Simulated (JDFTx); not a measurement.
I under changes of volume

One of the cells (44.630 Å³/atom); the others are scaled copies at fixed shape and fractional positions:

```
CELL_PARAMETERS angstrom
-1.61746 1.61746 4.26481
1.61746 -1.61746 4.26481
1.61746 1.61746 -4.26481
ATOMIC_POSITIONS crystal
I 0.00000 0.00000 0.00000
```

- Program: JDFTx 1.7.0 (patched build)
- Functional: PBE
- Potentials or basis: PseudoDojo-SR-PBE-0.5-standard with smoothed tails
- Cutoff: 952 eV
- Density cutoff: 3810 eV
- k mesh: 11 × 11 × 11
- Occupations: fermi-dirac, width 0.05 eV
- Spin: no spin polarisation

```tsv
volume (Å³/atom)	energy over the lowest point (meV/atom)	pressure (GPa)
41.952	14.04	1.7
42.845	?	?
43.737	1.67	0.5
44.630	0.00	0.1
45.522	0.88	-0.4
46.415	4.01	-0.7
```

Question: What does the run at 42.845 Å³/atom give?

Answer: Energy over the lowest point 6.22 meV/atom; pressure 1.1 GPa.

Worked out: A Birch-Murnaghan fit of order 3 (a polynomial in V^(-2/3)) to the other rows has its minimum at 44.75 Å³/atom with B0 = V·E''(V) = 23 GPa and B' = 5.2 at fixed shape and positions, which overstates the stiffness. It gives 6.22 meV/atom at 42.845 Å³/atom, against the run's 6.22, and -dE/dV = 1.1 GPa, against 1.1.

Energies are extrapolated to zero smearing.

Caveats: an odd number of electrons without spin polarisation forces a metal; a magnetic or distorted state may lie lower.
